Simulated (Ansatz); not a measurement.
# NiGe (Pnma) in Ansatz: reference runs

Reference runs on NiGe: the cell as given and a disturbed copy.

All numbers are computed with Ansatz 0.2.0; they aren't measurements. Logs are shortened: lines on timing, memory, paths and dates and some standing lists are left out, and cuts for length are marked.

## Step 1: Starting point

The structure is orthorhombic, space group Pnma (No. 62). The conventional cell has a = 5.381 Å, b = 3.428 Å, c = 5.811 Å, α = 90.00°, β = 90.00°, γ = 90.00°. Around Ge (site symmetry m) lie 6 Ni at 2.33 to 2.49 Å. Ni (site symmetry m) has 6 Ge at 2.33 to 2.49 Å as nearest neighbours.

## Step 2: Single point, PBEsol, collinear spin, ferromagnetic start

File input.yaml:

```yaml
crystal:
  lattice:
    - [5.381, 0.0, 0.0]
    - [0.0, 3.428, 0.0]
    - [0.0, 0.0, 5.811]
  atoms:
    - { symbol: Ge, position: [0.312, 0.75, 0.917] }
    - { symbol: Ge, position: [0.688, 0.25, 0.083] }
    - { symbol: Ge, position: [0.188, 0.25, 0.417] }
    - { symbol: Ge, position: [0.812, 0.75, 0.583] }
    - { symbol: Ni, position: [0.495, 0.75, 0.31], spin: 1.0 }
    - { symbol: Ni, position: [0.505, 0.25, 0.69], spin: 1.0 }
    - { symbol: Ni, position: [0.005, 0.25, 0.81], spin: 1.0 }
    - { symbol: Ni, position: [0.995, 0.75, 0.19], spin: 1.0 }
hamiltonian:
  xc: pbesol
  pseudopotentials: { kind: paw }
magnetization:
  spin_polarized: true
kpoints:
  mp_grid: { grid: [5, 8, 5] }
scf:
  occupations: { method: fermi_dirac, width: 0.05 }
output:
  forces: true
  stress: true
  eigenvalues: true
  write_density: true
  write_potential: true
  elf: true
  volumetric_format: npy
```

Potentials or basis: Ansatz PAW.

On the command line:

```bash
$ ansatz run input.yaml --threads 4 --pin off --max-ram 11264MiB --backend cpu --events-out ev --progress --plain --runs-dir out
```

Log:

```text
Warning: RAYON_NUM_THREADS=4 ignored (pool sized by the plan → 4); use --threads N
Engine: ansatz 0.2.0, aarch64-unknown-linux-gnu
Pseudopotentials: kind: paw
Pseudopotential: Ge, paw, valence charge 14, recommended cutoff 420 eV (normal), Ge.paw.azcp
Pseudopotential: Ni, paw, valence charge 18, recommended cutoff 420 eV (normal), Ni.paw.azcp
Functional definition: PBEsol
  exchange = pbesol_x
  correlation = pbesol_c
Crystal: 8 atoms, lattice volume = 107.190 Å³
Basis set: ecut = 420 eV, 2113 PW (Γ), exchange–correlation on 72×48×80 points (8 copies of the dense FFT grid, shifted against one another)
Bands: 80, of which v1, the nominal top of the filled ones, is band 64 counted from 1 (63 counted from 0)
Symmetry: 8 space group operations
Space group: Pnma (ITA 62), of the structure as read, at distance tolerance 4.8e-5 Å
Magnetic group: BNS 62.441 (UNI 539), of the structure as read, at distance tolerance 4.8e-5 Å
k-points: 45 of 200
Non-local potential: Ge, projectors of the file, l = 0: 2, l = 1: 2, l = 2: 3, l = 3: 1
Non-local potential: Ni, projectors of the file, l = 0: 3, l = 1: 2, l = 2: 3, l = 3: 1
PAW form: soft (Blöchl's): semilocal exchange-correlation on the pseudo side does not see the compensation charge
PAW frozen core: Ge, regenerated for the run's functional, and the local potential with it (the file was generated under x = pbe(κ = 0.804, μ = 0.2195149727645171), c = pbe(β = 0.06672455060314922))
PAW frozen core: Ni, regenerated for the run's functional, and the local potential with it (the file was generated under x = pbe(κ = 0.804, μ = 0.2195149727645171), c = pbe(β = 0.06672455060314922))
PAW one-centre angular grid: Ge, 590 points (default); XC on 64 Gauss nodes
PAW one-centre angular grid: Ni, 590 points (default); XC on 64 Gauss nodes
Initial density: superposition of atomic densities (chi_scale 0.1, normalization cell)
Starting moments: Σ|m| = 4 μB on 4 of 8 sites
Initial wavefunctions: pseudopotential atomic-orbital guess
Functional: x = pbesol(κ = 0.804, μ = 0.12345679012345678), c = pbesol(β = 0.046)
iter 1 solved again at ethr=1.18e-3 eV; its pass at ethr=3.10e-3 eV (dr2=1.51e0 eV) is discarded
SCF iter   1: F=—  HF=-40231.327794 eV  |F-HF|=—  |Δ(HF+E_count)|=         —  Δρ=9.58e-2 (↑9.58e-2 ↓6.70e-2)  dr2=1.53e0  dr2_m=6.08e0  M=0.351 μB ∫|m|=0.602 μB  β_m=0.30  ethr=1.18e-3  ⟨swp⟩=1.7  Hψ=31201  notcnv=0
Mixer restart at iter 1: flushing history
preconditioner: auto → Kerker (q_TF=auto, 2.810 Å⁻¹)  [metal: Δε(μ)=0.019 eV  Ē_g=17.088 eV  σ=0.050 eV  W_gap=0.09  n_scr=38 (ndim 8)  ℏωp=35.1 eV  f_vac=0.000  D(μ)=3.36/eV (n_scr^D=22)]
spin=Collinear: Kerker preconditioning applied to the charge; magnetization (m = ρ↑ − ρ↓) channel mixes plain (no charge-response kernel on spin).
SCF iter   2: F=—  HF=-40231.851292 eV  |F-HF|=—  |Δ(HF+E_count)|=   5.23e-1  Δρ=7.65e-2 (↑4.62e-2 ↓7.65e-2)  dr2=1.93e0  dr2_m=3.47e0  M=0.224 μB ∫|m|=0.411 μB  β_m=0.61  ethr=1.18e-3  ⟨swp⟩=2.4  Hψ=10531  notcnv=0
SCF iter   3: F=—  HF=-40235.734454 eV  |F-HF|=—  |Δ(HF+E_count)|=    3.88e0  Δρ=3.80e-2 (↑2.17e-2 ↓3.80e-2)  dr2=1.13e0  dr2_m=7.80e-1  M=0.089 μB ∫|m|=0.206 μB  β_m=0.81  ethr=1.18e-3  ⟨swp⟩=2.6  Hψ=11570  notcnv=0  defer=431
SCF iter   4: F=—  HF=-40237.146323 eV  |F-HF|=—  |Δ(HF+E_count)|=    1.41e0  Δρ=2.25e-2 (↑2.14e-2 ↓2.25e-2)  dr2=1.88e0  dr2_m=3.78e-4  M=-0.001 μB ∫|m|=0.021 μB  β_m=0.75  ethr=8.80e-4  ⟨swp⟩=2.3  Hψ=10741  notcnv=0  defer=640
SCF iter   5: F=—  HF=-40236.795163 eV  |F-HF|=—  |Δ(HF+E_count)|=   3.51e-1  Δρ=5.78e-3 (↑5.78e-3 ↓4.48e-3)  dr2=5.31e-2  dr2_m=5.53e-4  M=0.002 μB ∫|m|=0.010 μB  β_m=0.84  ethr=8.80e-4  ⟨swp⟩=2.3  Hψ=10369  notcnv=0  defer=641
SCF iter   6: F=—  HF=-40236.814817 eV  |F-HF|=—  |Δ(HF+E_count)|=   1.97e-2  Δρ=5.14e-3 (↑5.14e-3 ↓5.12e-3)  dr2=6.14e-2  dr2_m=9.80e-7  M=-0.000 μB ∫|m|=0.002 μB  β_m=0.92  ethr=4.15e-5  ⟨swp⟩=2.0  Hψ=12858  notcnv=0  defer=642
[... 10 lines left out ...]
SCF converged after 13 iterations
Magnetization: -0.0000 μB (64.0000 up, 64.0000 down)
Absolute magnetization: 0.0000 μB (∫|ρ↑−ρ↓|, with the PAW one-centre terms)
Spin contamination: 0.0000 ħ² per cell (⟨S²⟩ above its minimum at these occupations)
Per-site moments (μB) at R_I (Å): [(3.1588905256252913e-9, 0.9608992184389613), (3.1588903293036e-9, 0.9608992184389614), (3.158890183138919e-9, 0.9608992184389611), (3.158890269840917e-9, 0.9608992184389613), (-7.292987221325226e-8, 0.9608992184389613), (-7.29298719731694e-8, 0.9608992184389611), (-7.292987245571359e-8, 0.9608992184389614), (-7.292987216702806e-8, 0.9608992184389613)]
Free energy (F): -40236.812328 eV
Harris-Foulkes:  -40236.812328 eV  (|F-HF|=1.07e-8)
Internal energy: -40236.789778 eV  (E = F + TS)
E sigma→0 (E₀):  -40236.801053 eV
Entropy (-TS):   -0.022550 eV (-2.819 meV/atom)
Fermi energy:    15.397160 eV
--- Per-component energies (eV) ---
  E_band       = -1582.462259
  E_kinetic    = 1590.678490
  E_local      = -23418.479319  (includes V_loc(G=0)·N_el)
  E_nonlocal   = 4235.906090
  E_hartree    = 10039.462389
  E_xc         = -642.518001
  E_vxc        = -702.615634  (∫ρ·V_xc dr)
  E_paw        = -14307.143600  (= ΣΔE_a)
  E_vpaw       = -3366.895820  (= ΣTr[D̂ρ^β])
  E_aug_tail   = 0.003357  (compensation charges beyond the density's cutoff)
  E_ewald      = -17739.160084
  E_core_change = 4.460900  (= ΣΔE_core)
  E_smearing   = -0.022550  (= −TS)
  E_closure    = -0.000000  (closes the sum)
  Σ components = -40236.812328   (vs F -40236.812328, Δ=0.00e0)
--- Forces (eV/Å), atoms counted from 1 ---
  atom   1  Ge    -0.11175580     0.00000000    -0.14095585
  atom   2  Ge     0.11175580     0.00000000     0.14095585
  atom   3  Ge     0.11175580     0.00000000    -0.14095585
  atom   4  Ge    -0.11175580     0.00000000     0.14095585
  atom   5  Ni    -0.05124225     0.00000000     0.00271552
  atom   6  Ni     0.05124225     0.00000000    -0.00271552
  atom   7  Ni     0.05124225     0.00000000     0.00271552
  atom   8  Ni    -0.05124225     0.00000000    -0.00271552
  max |Σ_I F_I| component: 6.94e-18 eV/Å
--- Stress (GPa, compression-positive) ---
       -4.229342       0.000000       0.000000
        0.000000      -2.642452       0.000000
        0.000000       0.000000      -2.859671
  P = ⅓ Tr σ = -3.2438 GPa (-32.438 kbar)
--- Band table (eV; the first three rows and the last of 90) ---
  k-point 0 ↑: bands = ["-87.8761", "-87.8739", "-87.8736", "-87.8714", "-48.4734", "-48.4675", "-48.4665", "-48.4506", "-48.4501", "-48.4408", "-48.4232", "-48.4225", "-48.4024", "-48.3993", "-48.3921", "-48.3890", "-9.3029", "-9.2917", "-9.2796", "-9.2787", "-9.2562", "-9.2411", "-9.2393", "-9.2343", "-9.2250", "-9.2232", "-9.2224", "-9.2115", "-9.2077", "-9.2073", "-9.2016", "-9.1958", "-9.1935", "-9.1884", "-9.1869", "-9.1865", "2.3412", "5.4447", "6.7223", "6.8418", "9.0366", "9.5053", "11.4826", "11.6938", "11.8715", "11.9195", "11.9661", "12.2067", "12.2067", "12.6639", "12.6843", "12.9062", "12.9889", "13.2192", "13.3912", "13.4305", "13.5002", "13.5603", "13.6287", "13.6346", "13.6635", "14.2667", "14.4720", "14.6149", "15.9770", "16.0943", "19.3833", "19.5296", "19.7928", "20.0621", "20.1681", "21.2028", "22.0367", "22.1145", "22.3946", "22.8984", "24.5423", "24.7202", "24.7616", "25.4272"]
  k-point 1 ↑: bands = ["-87.8760", "-87.8745", "-87.8730", "-87.8715", "-48.4731", "-48.4692", "-48.4642", "-48.4539", "-48.4472", "-48.4412", "-48.4231", "-48.4226", "-48.4022", "-48.3997", "-48.3917", "-48.3892", "-9.3018", "-9.2927", "-9.2789", "-9.2784", "-9.2556", "-9.2441", "-9.2374", "-9.2316", "-9.2265", "-9.2225", "-9.2219", "-9.2101", "-9.2097", "-9.2070", "-9.1998", "-9.1979", "-9.1959", "-9.1877", "-9.1873", "-9.1865", "2.5105", "4.7809", "6.9235", "7.1157", "8.8694", "10.1497", "10.8718", "11.7052", "11.7949", "11.9238", "12.0041", "12.2412", "12.3268", "12.7022", "12.7208", "12.8371", "12.9791", "13.2913", "13.3124", "13.3490", "13.3983", "13.5048", "13.5682", "13.6503", "13.9257", "14.0815", "14.5102", "15.1166", "16.3372", "16.4088", "18.3574", "19.0101", "19.6327", "19.8966", "20.3187", "21.2078", "22.0570", "22.3654", "22.7165", "23.0080", "24.3688", "24.6912", "25.2319", "25.4563"]
  k-point 2 ↑: bands = ["-87.8757", "-87.8751", "-87.8724", "-87.8719", "-48.4723", "-48.4709", "-48.4610", "-48.4575", "-48.4445", "-48.4425", "-48.4230", "-48.4228", "-48.4015", "-48.4006", "-48.3908", "-48.3899", "-9.2989", "-9.2954", "-9.2780", "-9.2779", "-9.2534", "-9.2491", "-9.2339", "-9.2299", "-9.2247", "-9.2213", "-9.2212", "-9.2163", "-9.2062", "-9.2055", "-9.2022", "-9.2009", "-9.1949", "-9.1900", "-9.1869", "-9.1866", "3.0095", "3.8024", "7.1343", "7.3173", "9.0628", "9.8336", "11.1625", "11.6123", "11.9370", "12.0402", "12.0737", "12.2562", "12.4786", "12.6942", "12.7354", "12.7821", "12.9251", "13.0479", "13.1532", "13.2231", "13.4405", "13.5418", "13.6065", "13.6800", "13.8871", "14.0961", "14.7574", "15.6852", "16.0587", "17.1732", "17.4122", "18.5490", "19.1765", "20.0021", "20.9164", "21.1716", "21.7749", "21.9293", "23.0784", "23.3406", "23.9704", "23.9938", "24.2089", "24.3078"]
  k-point 44 ↓: bands = ["-87.8740", "-87.8740", "-87.8733", "-87.8733", "-48.4647", "-48.4647", "-48.4620", "-48.4620", "-48.4400", "-48.4400", "-48.4324", "-48.4324", "-48.3973", "-48.3973", "-48.3963", "-48.3963", "-9.2841", "-9.2841", "-9.2836", "-9.2836", "-9.2484", "-9.2484", "-9.2400", "-9.2400", "-9.2141", "-9.2141", "-9.2127", "-9.2127", "-9.2031", "-9.2031", "-9.1994", "-9.1994", "-9.1878", "-9.1878", "-9.1863", "-9.1863", "6.2095", "6.2095", "6.4690", "6.4690", "9.1647", "9.1647", "9.6656", "9.6656", "12.1178", "12.1178", "12.1848", "12.1848", "12.3180", "12.3180", "12.5118", "12.5118", "13.0262", "13.0262", "13.1582", "13.1582", "13.5604", "13.5604", "13.6173", "13.6173", "13.8009", "13.8009", "13.8225", "13.8225", "16.8943", "16.8943", "17.7292", "17.7292", "18.3881", "18.3881", "19.2926", "19.2926", "20.8097", "20.8097", "21.7172", "21.7172", "22.8247", "22.8247", "23.5831", "23.5831"]
```

Run time: 21 s. Hardware: 4 threads of Arm Neoverse V2, shared host; peak memory 0.89 GiB.

What came out:

| Quantity | Value |
| --- | --- |
| Free energy | -40236.8123 eV |
| Pressure | -3.2 GPa |
| Largest force | 0.180 eV/Å |
| Band gap on the k mesh | none (metal or under the smearing width) |
| Net moment | 0.00 μB per cell |
| Absolute moment | 0.00 μB per cell |

Forces on the atoms (eV/Å):
```
Ge  -0.112  0.000 -0.141
Ge   0.112  0.000  0.141
Ge   0.112  0.000 -0.141
Ge  -0.112  0.000  0.141
Ni  -0.051  0.000  0.003
Ni   0.051  0.000 -0.003
Ni   0.051  0.000  0.003
Ni  -0.051  0.000 -0.003
```

Stress tensor (GPa, compression positive):
```
-4.23  0.00  0.00
 0.00 -2.64  0.00
 0.00  0.00 -2.86
```

Caveat: the PAW data sets come from PBE, with cores solved anew for the run's functional, which leaves a small shift of forces and pressure; the starting moments weren't kept.

## Step 3: Single point, PBEsol, collinear spin, ferromagnetic start (atoms moved at random, drawn with an rms of 0.05 Å)

File input.yaml:

```yaml
crystal:
  lattice:
    - [5.381, 0.0, 0.0]
    - [0.0, 3.428, 0.0]
    - [0.0, 0.0, 5.811]
  atoms:
    - { symbol: Ge, position: [0.3087, 0.744841, 0.915706] }
    - { symbol: Ge, position: [0.694681, 0.263746, 0.078093] }
    - { symbol: Ge, position: [0.185485, 0.263113, 0.41681] }
    - { symbol: Ge, position: [0.812352, 0.757066, 0.583571] }
    - { symbol: Ni, position: [0.490522, 0.76363, 0.302733], spin: 1.0 }
    - { symbol: Ni, position: [0.505478, 0.241333, 0.689186], spin: 1.0 }
    - { symbol: Ni, position: [0.00236, 0.246505, 0.815614], spin: 1.0 }
    - { symbol: Ni, position: [0.996521, 0.75583, 0.195618], spin: 1.0 }
hamiltonian:
  xc: pbesol
  pseudopotentials: { kind: paw }
magnetization:
  spin_polarized: true
kpoints:
  mp_grid: { grid: [5, 8, 5] }
scf:
  occupations: { method: fermi_dirac, width: 0.05 }
output:
  forces: true
  stress: true
  eigenvalues: true
  write_density: true
  write_potential: true
  elf: true
  volumetric_format: npy
```

Potentials or basis: Ansatz PAW.

On the command line:

```bash
$ ansatz run input.yaml --threads 4 --pin off --max-ram 11264MiB --backend cpu --events-out ev --progress --plain --runs-dir out
```

Log:

```text
Warning: RAYON_NUM_THREADS=4 ignored (pool sized by the plan → 4); use --threads N
[... 1 set-up line as earlier in the session ...]
[... 92 lines left out ...]
  k-point 1 ↑: bands = ["-87.9249", "-87.9182", "-87.8566", "-87.8167", "-48.5433", "-48.5104", "-48.4780", "-48.4739", "-48.4511", "-48.4440", "-48.4327", "-48.4250", "-48.3992", "-48.3822", "-48.3731", "-48.3332", "-9.3076", "-9.2868", "-9.2837", "-9.2700", "-9.2584", "-9.2449", "-9.2371", "-9.2359", "-9.2309", "-9.2210", "-9.2179", "-9.2151", "-9.2098", "-9.2062", "-9.2046", "-9.1954", "-9.1945", "-9.1909", "-9.1875", "-9.1823", "2.5120", "4.7926", "6.8984", "7.1182", "8.8551", "10.1202", "10.8864", "11.6756", "11.8157", "11.9057", "11.9966", "12.2253", "12.3164", "12.6641", "12.7379", "12.8271", "12.9841", "13.2548", "13.2881", "13.3332", "13.4019", "13.5144", "13.5717", "13.6580", "13.9161", "14.0595", "14.5239", "15.1211", "16.3664", "16.4092", "18.3542", "19.0175", "19.6310", "19.8835", "20.3796", "21.1910", "22.0159", "22.3792", "22.7021", "23.0076", "24.3284", "24.6830", "25.2025", "25.4680"]
  k-point 2 ↑: bands = ["-87.9249", "-87.9182", "-87.8566", "-87.8167", "-48.5433", "-48.5104", "-48.4780", "-48.4739", "-48.4510", "-48.4439", "-48.4327", "-48.4250", "-48.3993", "-48.3822", "-48.3731", "-48.3332", "-9.3068", "-9.2860", "-9.2843", "-9.2698", "-9.2555", "-9.2491", "-9.2351", "-9.2323", "-9.2317", "-9.2219", "-9.2169", "-9.2134", "-9.2095", "-9.2082", "-9.2058", "-9.1983", "-9.1936", "-9.1909", "-9.1886", "-9.1828", "3.0118", "3.8084", "7.1048", "7.3127", "9.0668", "9.8489", "11.1402", "11.6150", "11.9112", "12.0176", "12.0721", "12.2378", "12.4501", "12.6955", "12.7310", "12.7861", "12.8934", "13.0402", "13.1241", "13.2414", "13.4138", "13.5207", "13.6215", "13.6906", "13.8803", "14.1014", "14.7682", "15.6990", "16.0534", "17.1521", "17.4210", "18.5662", "19.1845", "20.0043", "20.9285", "21.1617", "21.7822", "21.9547", "23.0760", "23.3440", "23.8699", "24.0059", "24.1974", "24.3633"]
  k-point 100 ↓: bands = ["-87.9248", "-87.9182", "-87.8566", "-87.8167", "-48.5423", "-48.5104", "-48.4764", "-48.4709", "-48.4510", "-48.4460", "-48.4330", "-48.4257", "-48.3995", "-48.3852", "-48.3732", "-48.3336", "-9.3070", "-9.2852", "-9.2780", "-9.2640", "-9.2601", "-9.2454", "-9.2407", "-9.2360", "-9.2332", "-9.2226", "-9.2197", "-9.2165", "-9.2088", "-9.2053", "-9.2032", "-9.1960", "-9.1941", "-9.1890", "-9.1851", "-9.1824", "3.4655", "4.3126", "6.0955", "6.6556", "9.7714", "10.2455", "11.2844", "11.7330", "11.8599", "11.9481", "12.1467", "12.2764", "12.3428", "12.4618", "12.6772", "12.8365", "12.9953", "13.0987", "13.1166", "13.1563", "13.3376", "13.3873", "13.6673", "13.7120", "13.8580", "13.9962", "15.4301", "15.4857", "16.2741", "17.0130", "17.6343", "17.7775", "19.0749", "19.4129", "19.5665", "20.0679", "21.6359", "22.5609", "22.6728", "22.9543", "23.5043", "24.1502", "24.8188", "25.0980"]
```

rho_z.tsv:

```text
# z_ang	rho[e/angstrom^3]	rho_spin[e/angstrom^3]
# format = ansatz-planar-average/11
# lattice	5.381000000	0.000000000	0.000000000
# lattice	0.000000000	3.428000000	0.000000000
# lattice	0.000000000	0.000000000	5.811000000
# sites	8
# site	32	1.661114700	2.553314948	5.321167566
# site	32	3.738078461	0.904121288	0.453798423
# site	32	0.998094785	0.901951364	2.422082910
# site	32	4.371266112	2.595222248	3.391131081
# site	28	2.639498882	2.617723640	1.759181463
# site	28	2.719977118	0.827289524	4.004859846
# site	28	0.012699160	0.845019140	4.739532954
# site	28	5.362279501	2.590985240	1.136736198
0.000000	5.226064e-1	3.763097e-9
0.145275	6.655251e-1	3.813556e-9
0.290550	9.832093e-1	3.709669e-9
0.435825	1.226819e0	3.039011e-9
0.581100	1.180051e0	1.916882e-9
0.726375	1.055719e0	1.714216e-10
[... 32 lines left out ...]
5.520450	9.172069e-1	3.153264e-9
5.665725	6.153699e-1	3.540701e-9
```

It took 1.9 min on 4 threads of Arm Neoverse V2, shared host; peak memory 1.4 GiB.

Results:

- Free energy: -40236.7573 eV
- Pressure: -2.8 GPa
- Largest force: 0.788 eV/Å
- Band gap on the k mesh: none (metal or under the smearing width)
- Net moment: 0.00 μB per cell
- Absolute moment: 0.00 μB per cell

Forces in eV/Å, atoms in the order of the input:
```
Ge   0.022  0.062 -0.121
Ge  -0.494 -0.127  0.601
Ge   0.344 -0.163  0.003
Ge  -0.328 -0.215  0.012
Ni   0.255 -0.064  0.231
Ni  -0.069  0.237 -0.060
Ni   0.424  0.156 -0.430
Ni  -0.154  0.114 -0.237
```

Caveat: the PAW data sets come from PBE, with cores solved anew for the run's functional, which leaves a small shift of forces and pressure; the starting moments weren't kept.
